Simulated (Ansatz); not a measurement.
**AgCl: the band gap up the ladder of functionals**

One table from this session's results is given with a row withheld; the runs are named, their logs left out.

The runs shown are made with Ansatz 0.2.0. PAW datasets, plane waves. (Simulation; spin polarisation is off.)

## Starting point

The cell was relaxed beforehand with r2SCAN.

Space group Fm-3m (No. 225), cubic; a = 5.546 Å in the conventional setting, 21.33 Å³ an atom. Ag has 6 Cl at 2.77 Å; Cl has 6 Ag at 2.77 Å.

Structure file:

Space group Fm-3m (No. 225). a = 5.546 Å, b = 5.546 Å, c = 5.546 Å, α = 90.00°, β = 90.00°, γ = 90.00°
```
atom  site  symmetry       x       y       z
  Ag    4a      m-3m  0.0000  0.0000  0.0000
  Cl    4b      m-3m  0.5000  0.0000  0.0000
```

The first run:

Input file input.yaml:

```yaml
crystal:
  lattice:
    - [0.0, 2.7731930222, 2.7731930222]
    - [2.7731930222, 0.0, 2.7731930222]
    - [2.7731930222, 2.7731930222, 0.0]
  atoms:
    - { symbol: Ag, position: [0.0, 0.0, 0.0] }
    - { symbol: Cl, position: [0.5, 0.5, 0.5] }
kpoints:
  mp_grid: { grid: [8, 8, 8] }
  band_path:
    path:
      - [[0.0, 0.0, 0.0], [0.5, 0.0, 0.5], [0.625, 0.25, 0.625]]
      - [[0.375, 0.375, 0.75], [0.0, 0.0, 0.0], [0.5, 0.5, 0.5], [0.5, 0.25, 0.75], [0.5, 0.0, 0.5]]
    npoints: 10
hamiltonian:
  xc: pbe
scf:
  occupations: { method: fermi_dirac, width: 0.02 }
  n_extra_bands: 4
output:
  forces: true
  stress: true
  eigenvalues: true
```

Launch:

```console
$ ansatz run input.yaml --threads 2 --pin off --max-ram 29491MiB --backend cpu --events-out ev --progress --plain --runs-dir out
```

Steps of the session up to this table: PBE band path; Single point with r2SCAN; HSE06 at the same geometry; PBE+SOC; Single point with PBE0; LDA; Single point with DDH-PBE0; HSE06+SOC at the same geometry; LC-ωPBE; Single point with r2SCAN0.

One table of the session follows, with a row left open; its other results are not shown here.

| level | gap (eV) |
| --- | --- |
| PBE | 0.91 |
| r2SCAN | 1.48 |
| HSE06 | ? |
| PBE+SOC | 0.87 |
| PBE0 | 3.11 |
| LDA | 0.61 |
| DDH-PBE0 | 2.62 |
| HSE06+SOC | 2.38 |
| LC-ωPBE | 7.59 |
| r2SCAN0 | 3.49 |

Q: Estimate the row for HSE06 from the others.

**Answer.** gap (eV): 2.41. In the column «gap (eV)» it lies between HSE06+SOC (2.38) and DDH-PBE0 (2.62).

Meshes: PBE 8×8×8, r2SCAN 8×8×8, HSE06 6×6×6, PBE+SOC 8×8×8, PBE0 6×6×6, LDA 8×8×8, DDH-PBE0 6×6×6, HSE06+SOC 4×4×4, LC-ωPBE 6×6×6, r2SCAN0 6×6×6.

What this shows: The gap runs from 0.61 eV (LDA) to 7.59 eV (LC-ωPBE). PBE reaches 38 % of the HSE06 value, and r2SCAN 61 %. PBE0 lies 0.69 eV above HSE06, which differs from it by screening the long-range exchange. The calculation is for fixed nuclei; the measurement holds lattice motion too.

Caveats from the session: Warnings in the runs' records: stress scf threshold loose, stress exchange threshold loose.
